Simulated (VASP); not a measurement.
TaS2:

```
CELL_PARAMETERS angstrom
3.35000 0.00000 0.00000
-1.67500 2.90119 0.00000
0.00000 0.00000 5.86000
ATOMIC_POSITIONS crystal
Ta 0.00000 0.00000 0.00000
S 0.66667 0.33333 0.75000
S 0.33333 0.66667 0.25000
```

```yaml
Program: VASP 6.6.1
Task: relaxation of cell and atoms
Functional: PBE
Potentials_or_basis: VASP PAW PBE potentials, release 64 (Ta_sv_GW, S_GW)
Cutoff: 680 eV
k_mesh: 9 × 9 × 5
Occupations: fermi-dirac, width 0.05 eV
Spin: no spin polarisation
```

At the start: pressure 9.2 GPa; volume 18.98 Å³/atom.

Q: Where does the relaxation end?

A: Over 16 steps the energy falls by 47.8 meV/atom and the volume is 21.68 Å³/atom (+14.2 %); space group P-3m1 (No. 164, to 0.05 Å).

The path:
```csv
step,energy change (eV),largest force (eV/Å),pressure (GPa),volume (Å³)
1,0.0000,1.2409,9.20,56.95
2,0.2428,1.9042,-12.47,66.40
3,-0.1156,0.0912,-0.57,60.15
4,-0.1158,0.0449,-0.23,60.02
5,-0.1158,0.0234,-0.09,59.96
6,-0.1220,0.0838,0.13,59.88
7,-0.1236,0.1619,0.39,59.77
8,-0.1238,0.1422,0.32,59.80
9,-0.1263,0.1377,0.19,60.12
10,-0.1325,0.1270,-0.09,61.09
11,-0.1396,0.0974,-0.50,63.05
12,-0.1395,0.0049,-0.83,67.03
13,-0.1417,0.0275,-0.58,64.98
14,-0.1424,0.1126,0.59,64.87
15,-0.1428,0.0631,0.17,64.91
16,-0.1433,0.0009,0.03,65.05
```

Final structure:
```cif
data_structure
_symmetry_space_group_name_H-M 'P 1'
_symmetry_Int_Tables_number 1
_cell_length_a 3.3772
_cell_length_b 3.3772
_cell_length_c 6.5858
_cell_angle_alpha 90.000
_cell_angle_beta 90.000
_cell_angle_gamma 120.000
_cell_volume 65.05
loop_
_atom_site_label
_atom_site_type_symbol
_atom_site_fract_x
_atom_site_fract_y
_atom_site_fract_z
_atom_site_occupancy
Ta1 Ta 0.00000 0.00000 0.00000 1
S1 S 0.66667 0.33333 0.76700 1
S2 S 0.33333 0.66667 0.23300 1
```

Caveat: this functional lacks dispersion, which binds the layers, so the pressure and a relaxed spacing across them are unreliable; the volume moved by +14 % from the deposited cell, more than functionals usually miss.
